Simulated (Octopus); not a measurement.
Crystal: GaN.

```xyz
2
Lattice="0.0000 2.2535 2.2535 2.2535 0.0000 2.2535 2.2535 2.2535 0.0000" Properties=species:S:1:pos:R:3 pbc="T T T"
Ga    0.0000    0.0000    0.0000
N     1.1268    1.1268    1.1268
```

The cell is a database's computed one.

Base run:

| Item | Value |
| --- | --- |
| Program | Octopus 16.4 |
| Functional | PBE |
| Potentials or basis | pseudodojo_pbe (PseudoDojo 0.5, PBE) |
| Grid spacing | 0.133 Å |
| k mesh | 10 × 10 × 10 |
| Occupations | fermi-dirac, width 0.05 eV |
| Spin | no spin polarisation |

Its results: band gap on the k mesh 1.76 eV, direct.

Q: The run is repeated on the same cell with these changes: functional from PBE to PBEsol; potentials or basis from pseudodojo_pbe (PseudoDojo 0.5, PBE) to pseudodojo_pbesol (PseudoDojo 0.4, PBEsol). What comes out?

A: Band gap on the k mesh 1.70 eV, direct.

A k mesh can miss the band edges.

Not every run made on this cell is shown here.
